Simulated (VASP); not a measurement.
A run of VASP 6.6.1 is set up as follows.

File INCAR:

```
SYSTEM = Y
ALGO = Fast ; EDIFF = 1E-6
ENCUT = 520 ; GGA = PE
ISIF = 2 ; ISMEAR = 0
LASPH = .TRUE. ; LCHARG = .TRUE.
LELF = .TRUE. ; LREAL = .FALSE.
LVHAR = .TRUE. ; LWAVE = .FALSE.
NBANDS = 18 ; NELM = 100
PREC = Accurate ; SIGMA = 0.1
```

Contents of KPOINTS:

```
k-points
0
G
  6 6 4
  0 0 0
```

POSCAR

```
Y
1.0
    3.6669766509      0.0000000000      0.0000000000
   -1.8334883255      3.1756949348      0.0000000000
    0.0000000000      0.0000000000      5.6523520986
Y
2
Direct
    0.3333333333      0.6666666667      0.2500000000
    0.6666666667      0.3333333333      0.7500000000
```

Potentials or basis: VASP PAW PBE potentials, release 64 (Y_sv).

The run is started by

```sh
$ cat potpaw_PBE.64/Y_sv/POTCAR > POTCAR
$ mpirun -np 1 vasp_std > vasp.out
```

Q: Estimate the band gap on the k mesh.

A: None (metal or under the smearing width).

Q: Predict the pressure.

A: 0.0 GPa.

Stress tensor (GPa, compression positive):
```
-0.09  0.00  0.00
 0.00 -0.09  0.00
 0.00  0.00  0.05
```
